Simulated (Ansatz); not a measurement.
Hg in Ansatz: convergence with xc grid

Input of the first run (xc grid 1); the others differ in this setting and in those tied to it:

input.yaml

```yaml
crystal:
  lattice:
    - [-2.92975414, 2.92975414, 1.57255255]
    - [2.92975414, -2.92975414, 1.57255255]
    - [2.92975414, 2.92975414, -1.57255255]
  atoms:
    - { symbol: Hg, position: [0.0, 0.0, 0.0] }
    - { symbol: Hg, position: [0.75, 0.25, 0.5] }
hamiltonian:
  xc: pbesol
  pseudopotentials: { kind: paw_fr }
magnetization:
  noncollinear: true
  spin_orbit: true
kpoints:
  mp_grid: { grid: [8, 8, 8] }
scf:
  occupations: { method: gaussian, width: 0.05 }
output:
  forces: true
  stress: true
  eigenvalues: true
basis:
  xc_grid: 1
```

Potentials or basis: Ansatz PAW.

Run with:

```sh
$ ansatz run input.yaml --threads 2 --pin off --max-ram 5632MiB --backend cpu --events-out ev --progress --plain --runs-dir out
```

Hardware: 2 threads of Arm Neoverse V2, on a shared host.

| xc grid | energy less the tightest run, at zero smearing (meV/atom) | SCF cycles | CPU time (s) | peak memory (GiB) |
| --- | --- | --- | --- | --- |
| 1 | 0.00 | 7 | 17 | 0.51 |
| 2 | 0.00 | 7 | 18 | 0.52 |
| 3 | 0.00 | 7 | 18 | 0.54 |
| 4 | 0.00 | 7 | 18 | 0.58 |
| 5 | 0.00 | 7 | 19 | 0.64 |

Against the tightest run, the energy stays within 1 meV/atom from 1 on. The tightest run that finished is the yardstick and may itself not be fully converged.
